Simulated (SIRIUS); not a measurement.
# As (P-1) in SIRIUS: notebook

One crystal, As, is run at these levels: PBE; tasks: single point.

Everything below comes from runs of SIRIUS 7.12.0. Logs are shortened: lines on timing, memory, paths and dates and some standing lists are left out, and cuts for length are marked. The log counts tension as positive stress, the text compression.

## (1) The cell of the first run

The typed cell holds 2 atoms: a = 2.704 Å, b = 2.704 Å, c = 5.407 Å, α = 90.00°, β = 90.00°, γ = 90.00°.

This isn't the form of As at room conditions, which is rhombohedral.

## (2) Single point, PBE (all atoms moved at random)

sirius.json

```json
{
  "control": {
    "processing_unit": "cpu",
    "verbosity": 2,
    "num_bands_to_print": 23,
    "print_forces": true,
    "print_stress": true
  },
  "parameters": {
    "electronic_structure_method": "pseudopotential",
    "xc_functionals": ["XC_GGA_X_PBE", "XC_GGA_C_PBE"],
    "gk_cutoff": 9.2,
    "pw_cutoff": 18.4,
    "ngridk": [5, 5, 3],
    "shiftk": [0, 0, 0],
    "smearing": "fermi_dirac",
    "smearing_width": 0.0018374661,
    "num_bands": 23,
    "num_mag_dims": 0,
    "num_dft_iter": 100,
    "energy_tol": 1e-08,
    "density_tol": 1e-06
  },
  "iterative_solver": {
    "type": "davidson",
    "min_tolerance": 1e-10
  },
  "mixer": {
    "type": "anderson",
    "beta": 0.7,
    "max_history": 8
  },
  "settings": {
    "tol_ne": 1e-10,
    "pseudo_grid_cutoff": 6.5
  },
  "unit_cell": {
    "lattice_vectors": [
      [5.109218016752, 0.0, 0.0],
      [0.0, 5.109218016752, 0.0],
      [0.0, 0.0, 10.218436052401]
    ],
    "atom_coordinate_units": "lattice",
    "atom_types": ["As"],
    "atom_files": {
      "As": "As.json"
    },
    "atoms": {
      "As": [
        [0.41748838, 0.48464351, 0.24297178],
        [0.58251162, 0.51535649, 0.75702822]
      ]
    }
  }
}
```

Potentials or basis: PseudoDojo 0.4.1 PBE standard (scalar relativistic).

Launch:

```console
> upf_to_json As.upf
> OMP_NUM_THREADS=1 sirius.scf --input=sirius.json --output=out.json --task=0
```

Standard output:

```text
[info] SIRIUS version : 7.12.0
[info] number of MPI ranks           : 1
[info] MPI grid                      : 1 1
[info] maximum number of OMP threads : 1
[fft] FFT context for density and potential
[fft] =====================================
[fft]   comm size                             : 1
[fft]   plane wave cutoff                     : 18.4
[fft]   grid size                             : 32 32 64   total : 65536
[fft]   grid limits                           : -15 16   -15 16   -31 32
[fft]   number of G-vectors within the cutoff : 13990
[fft]   local number of G-vectors             : 13990
[fft]   number of G-shells                    : 2108
[fft] FFT context for coarse grid
[fft] =====================================
[fft]   comm size                             : 1
[fft]   plane wave cutoff                     : 18.4
[fft]   grid size                             : 32 32 64   total : 65536
[fft]   grid limits                           : -15 16   -15 16   -31 32
[fft]   number of G-vectors within the cutoff : 13990
[fft]   local number of G-vectors             : 13990
[fft]   number of G-shells                    : 2108
[unit cell] lattice vectors
[unit cell]   a1 :       5.1092180168      0.0000000000      0.0000000000
[unit cell]   a2 :       0.0000000000      5.1092180168      0.0000000000
[unit cell]   a3 :       0.0000000000      0.0000000000     10.2184360524
[unit cell] reciprocal lattice vectors
[unit cell]   b1 :       1.2297743581      0.0000000000      0.0000000000
[unit cell]   b2 :       0.0000000000      1.2297743581      0.0000000000
[unit cell]   b3 :       0.0000000000      0.0000000000      0.6148871779
[unit cell] unit cell volume :       266.74316589 [a.u.^3]
[unit cell] 1/sqrt(omega)    :         0.06122846
[unit cell] MT volume        :         0.00000000 ( 0.00%)
[unit cell] IT volume        :       266.74316589 (100.00%)
[unit cell] number of atom types : 1
[unit cell] type id : 0 symbol : As mt_radius :  13.570000 num_atoms : 2
[unit cell] total number of atoms : 2
[unit cell] number of symmetry classes : 1
[unit cell] number of PAW atoms : 0
[unit cell] atom id  type id  class id             position                      vector_field
[unit cell] ------------------------------------------------------------------------------------------
[unit cell]      0        0        0      0.41749   0.48464   0.24297      0.00000   0.00000   0.00000
[unit cell]      1        0        0      0.58251   0.51536   0.75703      0.00000   0.00000   0.00000
[unit cell] atom id         position (Cartesian, a.u.)
[unit cell] ---------------------------------------------
[unit cell]      0       2.133039    2.476149    2.482792
[unit cell]      1       2.976179    2.633069    7.735644
[unit cell] class id : 0 atom id : 0 1
[unit cell] minimum bond length:     5.039100
[unit cell] total number of pseudo wave-functions: 18
[sym] space group number   : 2
[sym] international symbol : P-1
[sym] Hall symbol          : -P 1
[sym] space group transformation matrix :
[sym]   1.0000  0.0000  0.0000
[sym]   0.0000  1.0000  0.0000
[sym]   0.0000  0.0000  1.0000
[sym] space group origin shift :
[sym]   0.0000  0.0000  0.0000
[sym] number of space group operations  : 2
[sym] number of magnetic group operations : 2
[sym] metric tensor error: 0.0000e+00
[sym] rotation matrix error: 0.0000e+00
[sym] symmetry operations
[... list of symmetry operations ...]
[atom type] label          : As
[atom type] --------------------------------------------------------------------------------
[atom type] symbol         : As
[atom type] name           :
[atom type] zn             : 15
[atom type] mass           : 0
[atom type] mt_radius      : 13.57
[atom type] num_mt_points  : 1358
[atom type] grid_origin    : 0
[atom type] grid_name      : external
[atom type] number of core electrons    : 0
[atom type] number of valence electrons : 15
[atom type] total number of radial functions : 6
[atom type] lmax of radial functions         : 2
[atom type] max. number of radial functions  : 2
[atom type] total number of basis functions  : 18
[... 169 lines left out ...]
[diagonalize] iterative solver tolerance (occupied, empty): 0.000216294 0.000216294
[diagonalize] average number of iterations: 2
[find] Total energy                   :    -212.11653147 (Ha),    -424.23306294 (Ry)
[... 44 lines left out ...]
[find] | SCF iteration  10 out of 100|
[diagonalize] iterative solver tolerance (occupied, empty): 2.06127e-07 2.06127e-07
[diagonalize] average number of iterations: 2.57895
[find] Total energy                   :    -212.11653669 (Ha),    -424.23307338 (Ry)
[find] Free energy (E-TS)             :    -212.11704756 (Ha),    -424.23409513 (Ry)
[find] band gap (eV)                  :       0.00000000
[find] Efermi                         :       0.45124723
[find] iteration : 10, RMS (target) : 1.9802e-06 (1.0000e-06) , energy difference (target) : -1.0824e-08 (1.0000e-08)
[find] bands are converged : true
[find] iterative solver converged : false
[find] +------------------------------+
[find] | SCF iteration  11 out of 100|
[find] +------------------------------+
[diagonalize] iterative solver tolerance (occupied, empty): 1.03063e-07 1.03063e-07
[diagonalize] average number of iterations: 1.81579
[diagonalize] Lowest band energies
[diagonalize] ik:    0   -0.884723   -0.884504   -0.884414   -0.882141   -0.882073   -0.881946   -0.881576   -0.881297   -0.880833   -0.880807   -0.108923    0.005925    0.189235    0.588565    0.595053    0.607292    0.645243    0.676155    0.758880    0.784473    0.846663    0.848075    0.964611
[diagonalize] ik:    1   -0.884613   -0.883607   -0.883406   -0.882498   -0.882099   -0.881883   -0.881556   -0.881335   -0.881127   -0.881106   -0.081868    0.032333    0.215287    0.405991    0.504028    0.599188    0.618422    0.697705    0.756114    0.786261    0.831574    0.937100    1.020929
[diagonalize] ik:    2   -0.884519   -0.883242   -0.882892   -0.882392   -0.882076   -0.881767   -0.881612   -0.881545   -0.881183   -0.880244   -0.011262    0.097662    0.226451    0.278327    0.319817    0.526974    0.670406    0.705893    0.741549    0.849267    0.913314    1.000368    1.007679
[diagonalize] ik:    3   -0.884631   -0.883757   -0.883398   -0.882554   -0.882002   -0.881637   -0.881535   -0.881417   -0.881166   -0.881136   -0.082249    0.032765    0.214337    0.406481    0.505228    0.610917    0.630191    0.667870    0.739724    0.804028    0.851399    0.912383    1.015229
[diagonalize] ik:    4   -0.884087   -0.882749   -0.882733   -0.882508   -0.882378   -0.881842   -0.881675   -0.881491   -0.881459   -0.881264   -0.055198    0.059202    0.240239    0.422110    0.440440    0.512410    0.548828    0.620939    0.758384    0.796475    0.831878    0.936894    1.021372
[diagonalize] ...
[diagonalize] ik:   33   -0.884285   -0.883854   -0.883214   -0.882364   -0.882188   -0.881822   -0.881792   -0.881414   -0.881174   -0.881126   -0.064335   -0.010966    0.298488    0.421507    0.468691    0.472264    0.640531    0.662628    0.807327    0.835056    0.874047    0.941408    1.000711
[diagonalize] ik:   34   -0.883641   -0.882819   -0.882699   -0.882354   -0.882300   -0.882053   -0.881815   -0.881561   -0.881486   -0.881457   -0.037378    0.015855    0.322226    0.439151    0.450420    0.481424    0.495902    0.517710    0.817715    0.852002    0.928073    0.984623    0.997517
[diagonalize] ik:   35   -0.883593   -0.882937   -0.882466   -0.882348   -0.882145   -0.881965   -0.881893   -0.881690   -0.880944   -0.880495    0.032912    0.084853    0.259689    0.306726    0.390630    0.506434    0.545408    0.558567    0.671821    0.779088    0.829117    0.834076    0.922826
[diagonalize] ik:   36   -0.883584   -0.882934   -0.882478   -0.882357   -0.882145   -0.881985   -0.881871   -0.881680   -0.880946   -0.880495    0.033035    0.084564    0.260949    0.305346    0.391504    0.504979    0.545466    0.557416    0.675865    0.779785    0.817883    0.844294    0.920032
[diagonalize] ik:   37   -0.883630   -0.882815   -0.882701   -0.882372   -0.882294   -0.882049   -0.881826   -0.881545   -0.881533   -0.881418   -0.037327    0.015753    0.323086    0.438373    0.448945    0.482866    0.494812    0.518228    0.819484    0.855495    0.927476    0.972872    1.004223
[find] Charges and magnetic moments
[find] --------------------------------------------------------------------------------
[find] total charge          : 30.000000
[find] Energy
[find] --------------------------------------------------------------------------------
[find] valence_eval_sum               :     -15.49093308
[find] <rho|V^{XC}>                   :     -32.08884687
[find] <rho|E^{XC}>                   :     -47.51928537
[find] <mag|B^{XC}>                   :       0.00000000
[find] <rho|V^{H}>                    :     112.35608895
[find] one-electron contribution      :     -95.75817517 (Ha),    -191.51635033 (Ry)
[find] hartree contribution           :      56.17804448
[find] xc contribution                :     -47.51928537
[find] ewald contribution             :    -125.01712348
[find] PAW contribution               :       0.00000000
[find] smearing (-TS)                 :      -0.00051087
[find] SCF correction                 :       0.00000284
[find] Total energy                   :    -212.11653669 (Ha),    -424.23307338 (Ry)
[find] Free energy (E-TS)             :    -212.11704756 (Ha),    -424.23409513 (Ry)
[find] band gap (eV)                  :       0.00000000
[find] Efermi                         :       0.45124733
[find] iteration : 11, RMS (target) : 9.1992e-07 (1.0000e-06) , energy difference (target) : -3.2969e-10 (1.0000e-08)
[find] bands are converged : true
[find] iterative solver converged : false
[find] converged after 12 SCF iterations!
[find] Charges and magnetic moments
[find] --------------------------------------------------------------------------------
[find] total charge          : 30.000000
[find] Energy
[find] --------------------------------------------------------------------------------
[find] valence_eval_sum               :     -15.49093308
[find] <rho|V^{XC}>                   :     -32.08884687
[find] <rho|E^{XC}>                   :     -47.51928537
[find] <mag|B^{XC}>                   :       0.00000000
[find] <rho|V^{H}>                    :     112.35608895
[find] one-electron contribution      :     -95.75817517 (Ha),    -191.51635033 (Ry)
[find] hartree contribution           :      56.17804448
[find] xc contribution                :     -47.51928537
[find] ewald contribution             :    -125.01712348
[find] PAW contribution               :       0.00000000
[find] smearing (-TS)                 :      -0.00051087
[find] SCF correction                 :       0.00000284
[find] Total energy                   :    -212.11653669 (Ha),    -424.23307338 (Ry)
[find] Free energy (E-TS)             :    -212.11704756 (Ha),    -424.23409513 (Ry)
[find] band gap (eV)                  :       0.00000000
[find] Efermi                         :       0.45124733
[ground_state] === stress tensor components [kbar] ===
[ground_state] === stress_kin ===
[ground_state] -112179.034585   -2.038212  -19.619670
[ground_state]    -2.038212-112182.405311   -3.795359
[ground_state]   -19.619670   -3.795359-112082.123518
[ground_state] === stress_har ===
[ground_state] -21521.365969  -17.997339  176.226523
[ground_state]   -17.997339-20711.231470   36.621221
[ground_state]   176.226523   36.621221-19730.186482
[ground_state] === stress_ewald ===
[ground_state] 44629.625737  -32.238942  339.558959
[ground_state]   -32.23894245900.547354   70.978677
[ground_state]   339.558959   70.97867747360.155432
[ground_state] === stress_vloc ===
[ground_state] -6039.033243   51.172504 -495.480723
[ground_state]    51.172504-8090.712366 -102.487044
[ground_state]  -495.480723 -102.487044-10574.787502
[ground_state] === stress_xc ===
[ground_state] -16374.640528   -0.056446   -0.053617
[ground_state]    -0.056446-16374.087343   -0.024534
[ground_state]    -0.053617   -0.024534-16371.780383
[ground_state] === stress_core ===
[ground_state] 28825.219639    0.026592    0.111286
[ground_state]     0.02659228825.044494    0.021085
[ground_state]     0.111286    0.02108528824.363134
[ground_state] === stress_nonloc ===
[ground_state] 82595.126848   -0.650622   -7.117854
[ground_state]    -0.65062282587.970226   -2.076853
[ground_state]    -7.117854   -2.07685382613.752594
[ground_state] === stress_us_nl ===
[ground_state] 82595.126848   -0.650622   -7.117854
[ground_state]    -0.65062282587.970226   -2.076853
[ground_state]    -7.117854   -2.07685382613.752594
[ground_state] === stress_total ===
[ground_state]   -64.102101   -1.782466   -6.375097
[ground_state]    -1.782466  -44.874416   -0.762808
[ground_state]    -6.375097   -0.762808   39.393275
[ground_state] ==== total Forces in Ha/bohr =====
[ground_state] atom:    0, force:       0.0043419      0.0008233     -0.0022464
[ground_state] atom:    1, force:      -0.0043419     -0.0008233      0.0022464
[ground_state] ==== ultrasoft contribution from Qij =====
[ground_state] atom:    0, force:       0.0000000      0.0000000      0.0000000
[ground_state] atom:    1, force:       0.0000000      0.0000000      0.0000000
[ground_state] ==== non-local contribution from Beta-projector =====
[ground_state] atom:    0, force:       0.0263484      0.0039422     -0.0353220
[ground_state] atom:    1, force:      -0.0263484     -0.0039422      0.0353220
[ground_state] ==== contribution from local potential =====
[ground_state] atom:    0, force:       0.3704147      0.0804503     -1.6049401
[ground_state] atom:    1, force:      -0.3704147     -0.0804503      1.6049401
[ground_state] ==== contribution from core density =====
[ground_state] atom:    0, force:      -0.0006821     -0.0001563      0.0007827
[ground_state] atom:    1, force:       0.0006821      0.0001563     -0.0007827
[ground_state] ==== Ewald forces from ions =====
[ground_state] atom:    0, force:      -0.3917376     -0.0834128      1.6372319
[ground_state] atom:    1, force:       0.3917376      0.0834128     -1.6372319
[~DFT_ground_state] local op. applied: 22843
[~DFT_ground_state] evp. work count: 4044.78
[~DFT_ground_state] number of iterative solver steps: 1196
```

Wall time 20 s (1 thread of Intel Xeon 6975P-C (Granite Rapids), shared host); peak memory 0.32 GiB.

What came out:

- Free energy: -5771.9989 eV
- Pressure: 2.3 GPa
- Largest force: 0.255 eV/Å
- Band gap on the k mesh: none (metal or under the smearing width)

Forces in eV/Å, atoms in the order of the input:
```
As   0.223  0.042 -0.116
As  -0.223 -0.042  0.116
```

Caveat: the k mesh is coarse (spacing up to 0.46 Å⁻¹), so the values aren't converged.

(Continued in part 2 of 2.)
